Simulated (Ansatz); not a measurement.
The elements of this relaxed trial crystal are hidden behind letters.

```
lattice vectors (Å)
   2.9972   -4.8949    0.0000
   2.9972    4.8949    0.0000
   0.0000    0.0000    6.4192
fractional positions
X 0.5000 0.0000 0.3208
X 0.0000 0.5000 0.6792
Z 0.5000 0.5000 0.0000
Q 0.7541 0.5612 0.8529
Q 0.2009 0.7991 0.5000
Q 0.5612 0.7541 0.1471
Q 0.2459 0.4388 0.8529
Q 0.7991 0.2009 0.5000
Q 0.4388 0.2459 0.1471
```

All numbers below come from DFT PBE, scalar-relativistic, plane waves, PAW in Ansatz. Settings of the last relaxation (9-atom cell): 420 eV, 6×6×4 k points, Gaussian smearing of 0.02 eV, no spin polarisation.

* Space group: C222 (No. 21)
* Conventional cell: a = 5.994 Å, b = 9.790 Å, c = 6.419 Å
* Volume per atom: 20.93 Å³
* Density: 4.24 g/cm³
* Energy over the elements: −3.077 eV/atom
* Gap on the 6×6×4 mesh of the 9-atom cell: 4.61 eV

Energies are uncorrected and count from the elements' standard states at the same level.

Question: X is a d-block element of period 6, Z is a p-block element of period 3 and Q is a p-block element of period 2. Which elements are they?

Answer: X = Hf, Z = Si, Q = O, so the formula is Hf2SiO6. Density times volume gives a mean mass of 4.24 × 20.93/1.6605 = 53.4 u per atom, and this set has 53.5 u. Around Hf lie 4 O at 1.95 Å; Si is surrounded by 4 O at 1.64 Å; O on a site of symmetry 1 is surrounded by 1 Si at 1.64 Å and 1 Hf at 1.95 Å; 1 more site not described. Other sets within the hints have nearly the same mass, so mass alone doesn't settle it; this one was computed.

These runs have no spin–orbit coupling, which can matter for Hf. Kohn–Sham gaps at this level usually fall short of measured ones. Symmetry constrained the relaxation, so the result can be a saddle point.
